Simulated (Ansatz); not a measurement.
Rock-salt LiI was calculated with r²SCAN0 in Ansatz (PAW).

Settings: plane-wave cutoff 520 eV, 8×8×8 k mesh, Fermi–Dirac smearing 0.01 eV, scalar-relativistic PAW data made under PBE.

Response to compression and expansion:

```tsv
V (Å³/atom)	P (GPa)	direct gap at Γ (eV)
25.513	1.28	6.794
25.831	0.96	6.731
26.184	0.62	6.663
26.856	0.04	6.540
27.527	-0.47	6.426
28.198	-0.91	6.320
```

The fundamental gap (6.42 eV at the equilibrium volume, with added k points) lies elsewhere than Γ–Γ.

Spin–orbit coupling is not included; with these elements it can move the gap by several tenths of an eV or more.

Ansatz is an electronic-structure program.
